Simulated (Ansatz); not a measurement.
**Pb: a fit and a missing row**

Pb, P6_3/mmc, a = 3.514 Å, c = 5.797 Å. This isn't the element's structure at ambient conditions. Ansatz: r2SCAN, PAW, 500 eV, Γ-centred 15×15×8 mesh on 2 atoms, Gaussian smearing 0.10 eV; no spin polarisation. Shape and atoms are relaxed at each volume; pressure is positive in compression.

| V (Å³/atom) | P (GPa) |
| --- | --- |
| 29.135 | 3.23 |
| 30.065 | 1.49 |
| 30.995 | 0.01 |
| 31.925 | -1.23 |
| 32.854 | ? |

Problem. Take V0 = 30.995 Å³/atom, count pressures from its P0 = 0.01 GPa, fit the third-order Birch–Murnaghan form to the other rows, and predict the missing pressure.

Solution. With the Eulerian strain f = ½[(V0/V)^(2/3) − 1] and y = (P − P0)/[3f(1 + 2f)^(5/2)], the form is the line y = B0 + 1.5 B0 (B0′ − 4) f. Rows (f, y): 0.02106, 46.0; 0.01026, 45.7; -0.00976, 44.5. Means f = 0.007187, y = 45.400; Σ(Δf)² = 0.0004891, ΣΔfΔy = 0.02450; the slope is their ratio. y = 45.04 + 50.09 f GPa, so B0 = 45.0 GPa and B0′ = 4 + 2 × (50.09)/(3 × 45.04) = 4.74. At V = 32.854, f = -0.01904, y = 44.09 and P = -2.28 GPa. The run gave -2.27 GPa, so the fit is 0.01 GPa too low, within twice the rms miss on the fitted rows (0.006 GPa). The form still works here, 33 % of the fitted range beyond its end.

Spin–orbit coupling is left out, which can shift energies with elements as heavy as these.